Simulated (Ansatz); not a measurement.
## Thermal properties of TaSi$_{2}$ from its phonons

Level of theory: DFT PBE, scalar-relativistic, plane waves, PAW (Ansatz). Cutoff 420 eV, 6×6×6 k-points (Γ-centred), Gaussian smearing of 0.10 eV. No spin polarisation. Phonons by linear response, acoustic sum rule imposed.

The cell, relaxed at this level:
```
Ta Si
1.0
     4.80605    0.00000    0.00000
    -2.40303    4.16216    0.00000
     0.00000    0.00000    6.59736
Ta Si
3 6
Direct
  0.50000 0.00000 0.50000
  0.00000 0.50000 0.16667
  0.50000 0.50000 0.83333
  0.15891 0.31783 0.50000
  0.31783 0.15891 0.16667
  0.84109 0.15891 0.83333
  0.84109 0.68217 0.50000
  0.68217 0.84109 0.16667
  0.15891 0.84109 0.83333
```

The structure comes from a proposed guess, relaxed at this level; another structure or a mixture of phases may lie lower. In a metal, frequencies and elastic constants depend on the k mesh and the smearing, soft modes and shear constants most. Spin–orbit coupling is left out, which matters for heavy elements. The q mesh is coarse, so values between its points are rough.

Force constants from linear response on a 2×2×1 q mesh, interpolated to a fine mesh.

Phonon density of states, in bins of 10 cm⁻¹:
```
bin centre (cm⁻¹)  share of modes (%)
               -5                 0.0
                5                 0.0
               15                 0.0
               25                 0.0
               35                 0.1
               45                 0.2
               55                 0.3
               65                 0.4
               75                 0.5
               85                 0.8
               95                 1.2
              105                 2.3
              115                 3.2
              125                 2.7
              135                 4.4
              145                 7.3
              155                 3.5
              165                 5.4
              175                 1.0
              185                 0.0
              195                 0.0
              205                 1.4
              215                 4.9
              225                 2.7
              235                 2.2
              245                 4.4
              255                 3.2
              265                 3.0
              275                 1.8
              285                 4.1
              295                 2.9
              305                 3.5
              315                 2.7
              325                 3.1
              335                 3.3
              345                 2.0
              355                 3.6
              365                 6.4
              375                 5.0
              385                 2.3
              395                 0.3
              405                 2.4
              415                 1.0
              425                 0.2
```

Question: Give the zero-point energy per atom.

Answer: 46.3 meV.

Question: How large are the vibrational entropy and heat capacity at 300 K?

Answer: S = 2.93 k_B and C_V = 2.63 k_B per atom, 88 % of the Dulong–Petit value.

Question: Tabulate them against temperature.

Answer:
| T (K) | F_vib (meV/atom) | S (k_B/atom) | C_V (k_B/atom) |
| --- | --- | --- | --- |
| 100 | 44.5 | 0.68 | 1.26 |
| 200 | 33.1 | 1.93 | 2.28 |
| 300 | 12.1 | 2.93 | 2.63 |
| 400 | -16.7 | 3.71 | 2.78 |
| 500 | -51.4 | 4.34 | 2.86 |
| 600 | -91.1 | 4.86 | 2.90 |
| 700 | -135.0 | 5.31 | 2.93 |
| 800 | -182.5 | 5.70 | 2.94 |
| 900 | -233.2 | 6.05 | 2.95 |
| 1000 | -286.7 | 6.36 | 2.96 |
